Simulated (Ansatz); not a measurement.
**SiC: do energies and stresses tell the same story?**

Computed with DFT r2SCAN, scalar-relativistic, plane waves, PAW in Ansatz.

Settings: cutoff 500 eV, Γ-centred mesh 12×12×6 on the computed 4-atom cell, Gaussian smearing of 0.02 eV; no spin polarisation.

Relaxed cell: P6_3mc, a = 3.075 Å, b = 3.075 Å, c = 5.048 Å, α = 90.00°, β = 90.00°, γ = 120.00°, 4 atoms in the primitive cell.

Energies at zero smearing and pressures from the stress tensor, at volumes with shape and atoms relaxed:
```csv
V (Å³/atom),E − E(first) (meV/atom),P (GPa)
9.096,0.00,37.23
9.406,-60.70,25.79
9.716,-100.82,15.91
10.026,-123.16,7.39
10.336,-130.16,0.02
10.646,-123.90,-6.34
10.956,-106.19,-11.83
11.370,-67.45,-17.99
```

Q: Check P = −dE/dV between neighbouring volumes, and get the bulk modulus from the pressures alone.

A: With 1 eV/Å³ = 160.2 GPa:
| middle V (Å³/atom) | −ΔE/ΔV (GPa) | mean P (GPa) |
| --- | --- | --- |
| 9.251 | 31.364 | 31.506 |
| 9.561 | 20.728 | 20.849 |
| 9.871 | 11.546 | 11.651 |
| 10.181 | 3.616 | 3.706 |
| 10.491 | -3.236 | -3.157 |
| 10.801 | -9.151 | -9.084 |
| 11.163 | -15.012 | -14.910 |

The two differ by 0.14 GPa at most. The mean of two end pressures misses the average over a step by about ΔV² P″/12, up to 0.14 GPa here; with that taken off 0.00 GPa remains. Around V = 10.336 Å³/atom, the two neighbours give B = −V ΔP/ΔV = 10.336 × 13.73 / 0.620 = 228.8 GPa, against B0 = 227.5 GPa from the Birch–Murnaghan fit of the energies.